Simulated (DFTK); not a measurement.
The system is ZrS2.

```
CELL_PARAMETERS angstrom
3.69138 0.00000 0.00000
-1.84569 3.19683 0.00000
0.00000 0.00000 6.04108
ATOMIC_POSITIONS crystal
Zr 0.00000 0.00000 0.00000
S 0.33333 0.66667 0.23791
S 0.66667 0.33333 0.76209
```

The cell is a database's computed one.

Base run:

| Quantity | Value |
| --- | --- |
| Program | DFTK 0.8.2 |
| Functional | SCAN |
| Potentials or basis | SG15 1.2 (PBE) |
| Cutoff | 1225 eV |
| k mesh | 6 × 6 × 4 |
| Occupations | fermi-dirac, width 0.05 eV |
| Spin | no spin polarisation |

Its results: band gap on the k mesh 1.42 eV, indirect (least direct gap 2.01 eV); pressure -0.2 GPa; largest force 0.038 eV/Å.

Q: After a change of settings the same cell gave: band gap on the k mesh 0.94 eV, indirect (least direct gap 1.52 eV); pressure -3.4 GPa; largest force 0.140 eV/Å. Which change was it?
A. functional from SCAN to LDA
B. functional from SCAN to PBEsol
C. functional from SCAN to BLYP
D. functional from SCAN to r2SCAN

A: A.

SCAN gives the wider gap, since meta-GGAs in the generalised Kohn-Sham scheme recover part of the derivative discontinuity.

Caveats: the potentials were made for another functional, which shifts forces and pressure.
